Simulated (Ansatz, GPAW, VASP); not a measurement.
# MgS: programs and potentials compared

```
S Mg
1.0
     0.00000    2.60165    2.60165
     2.60165    0.00000    2.60165
     2.60165    2.60165    0.00000
S Mg
1 1
Direct
  0.50000 0.50000 0.50000
  0.00000 0.00000 0.00000
```

Alike in all runs: task single point; functional RPBE; k mesh 9 × 9 × 9; occupations gaussian, width 0.1 eV; no spin polarisation; no spin-orbit coupling. Pressure is positive in compression and, in plane waves, holds the error of the finite cutoff, which Ansatz's Pulay term estimates and takes out.

```tsv
program and potentials	plane-wave cutoff (eV)	notes	pressure (GPa)
Ansatz, Ansatz PAW	420	potentials made for PBE, which Ansatz adapts in part; 8 valence electrons an atom on average	3.35
GPAW, the program's PAW data sets (release 1.2.1) made for this functional	800	8 valence electrons an atom on average	?
VASP, PBE PAW files Mg_GW, S_GW, 550 eV	550	potentials made for PBE; 4 valence electrons an atom on average	2.95
```

Task: Estimate from the other rows what the run with GPAW, the program's PAW data sets (release 1.2.1) made for this functional gave.

Result: Pressure 3.20 GPa. The other rows, which needn't bracket it: pressure 2.95 to 3.35.
